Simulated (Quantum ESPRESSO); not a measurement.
# CaO in Quantum ESPRESSO: the effect of functional

The system is CaO.

```
Ca O
1.0
     0.00000    2.40356    2.40356
     2.40356    0.00000    2.40356
     2.40356    2.40356    0.00000
Ca O
1 1
Direct
  0.00000 0.00000 0.00000
  0.50000 0.50000 0.50000
```

The cell is a database's computed one.

Alike in all runs:

```yaml
Program: Quantum ESPRESSO 7.5
Task: band structure
Potentials_or_basis: SG15 PBE 1.2
Cutoff: 1197 eV
Density_cutoff: 4789 eV
k_mesh: 10 × 10 × 10
Occupations: fermi-dirac, width 0.05 eV
Spin: no spin polarisation
```

```csv
functional,gap on the mesh (eV),pressure (GPa)
LDA,3.47,-5.9
PBEsol,3.55,-2.4
RPBE,3.76,5.0
AM05,3.58,-1.3
optB88-vdW,?,?
BLYP,3.76,4.2
```

Task: What does the run with functional optB88-vdW give?

Result: gap on the mesh 3.69 eV; pressure -0.6 GPa.

Caveats: the potentials were made for another functional, which shifts forces and pressure.

Runs at the PBE level aren't shown here.
